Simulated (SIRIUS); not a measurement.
**Ag in SIRIUS: convergence with k mesh**

The system is Ag.

```
Ag
1.0
     2.93000    0.00000    0.00000
    -1.46500    2.53745    0.00000
     0.00000    0.00000    4.79000
Ag
2
Direct
  0.66667 0.33333 0.75000
  0.33333 0.66667 0.25000
```

This isn't the form of Ag at room conditions, which is fcc.

| Quantity | Value |
| --- | --- |
| Program | SIRIUS 7.12.0 |
| Task | convergence study |
| Functional | PBE |
| Potentials or basis | all-electron FP-LAPW |
| Cutoff | 163 eV |
| Basis | apw+lo standard |
| k mesh | 2 × 2 × 1 |
| Occupations | fermi-dirac, width 0.05 eV |
| Spin | no spin polarisation |

These are the settings of the first run; the series varies k mesh, with any setting tied to it.

Hardware: 1 thread of Arm Neoverse V1, on a shared host.

Task: The values tried are 2 × 2 × 1, 3 × 3 × 2, 4 × 4 × 2, 6 × 6 × 4, 8 × 8 × 5, 10 × 10 × 6, 12 × 12 × 7, loosest first. From which on does the energy stay within 1 meV/atom of the tightest run that finished?

Result: From 10 × 10 × 6 on.

```csv
k mesh,"energy less the tightest run, at zero smearing (meV/atom)",SCF cycles,CPU time (s),peak memory (GiB)
2 × 2 × 1,1248.58,8,23,0.31
3 × 3 × 2,-105.40,8,25,0.32
4 × 4 × 2,58.82,7,24,0.33
6 × 6 × 4,14.59,8,33,0.36
8 × 8 × 5,12.20,8,37,0.38
10 × 10 × 6,-0.74,7,46,0.42
12 × 12 × 7,0.00,8,61,0.48
```

Meshes of other sizes hit other points, so gaps and Fermi surfaces needn't settle smoothly. The tightest run that finished is the yardstick and may itself not be fully converged.
